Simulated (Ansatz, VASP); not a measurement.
In: VASP beside Ansatz

The input INCAR:

```
SYSTEM = In
PREC     = Accurate       ! precision mode
ENCUT    = 520            ! plane-wave cutoff, eV
EDIFF    = 1E-8           ! SCF threshold, eV
ISMEAR   = -1             ! smearing method
SIGMA    = 0.05           ! smearing width, eV
LREAL    = .FALSE.        ! projectors in reciprocal space
LASPH    = .TRUE.         ! aspherical terms in the spheres
NELM     = 80             ! most SCF steps
ALGO     = Normal         ! electronic algorithm
ISIF     = 2              ! what is computed and relaxed
LWAVE    = .FALSE.        ! write WAVECAR
LCHARG   = .FALSE.        ! write CHGCAR
GGA      = PE             ! functional
LEFG     = .TRUE.       
NBANDS   = 12             ! bands
```

Contents of KPOINTS:

```
regular mesh
0
G
  15 15 15
  0 0 0
```

POSCAR

```
In
1.0
    0.0000000000      2.3550024304      2.3550024304
    2.3550024304      0.0000000000      2.3550024304
    2.3550024304      2.3550024304      0.0000000000
In
1
Direct
    0.0000000000      0.0000000000      0.0000000000
```

Input for Ansatz:

```yaml
crystal:
  lattice:
    - [0.0, 2.3550024304, 2.3550024304]
    - [2.3550024304, 0.0, 2.3550024304]
    - [2.3550024304, 2.3550024304, 0.0]
  atoms:
    - { symbol: In, position: [0.0, 0.0, 0.0] }
kpoints:
  mp_grid: { grid: [15, 15, 15] }
scf:
  occupations: { method: fermi_dirac, width: 0.05 }
hamiltonian:
  xc: pbe
  pseudopotentials: { kind: all_electron, datasets: crystal }
output:
  forces: true
  stress: true
  eigenvalues: true
  efg: { contact_densities: true }
```

Change from the starting cell: volume scaled by 0.95, crystal datasets.

Alike in both runs: task electric field gradients; functional PBE; k mesh 15 × 15 × 15; occupations fermi-dirac, width 0.05 eV; no spin polarisation.

|  | VASP | Ansatz |
| --- | --- | --- |
| version | VASP 6.6.1 | Ansatz 0.2.0 |
| potentials or method | VASP PAW PBE potentials, release 64 (In_d) | all-electron PAW with datasets made for the crystal, scalar-relativistic |
| plane-wave cutoff (eV) | 520 | see its input |

|  | VASP | Ansatz | Ansatz less VASP |
| --- | --- | --- | --- |
| pressure (GPa) | 2.0 | 2.0 | +0.04 |
| Vzz of the field gradient on the site that differs most (V/Å²) | 0.0 | 0.0 | 0.00 |

Ansatz ran all-electron here, so the differences hold the error of VASP's frozen core and of both bases. Ansatz warned: «gradients_without_spin_orbit».
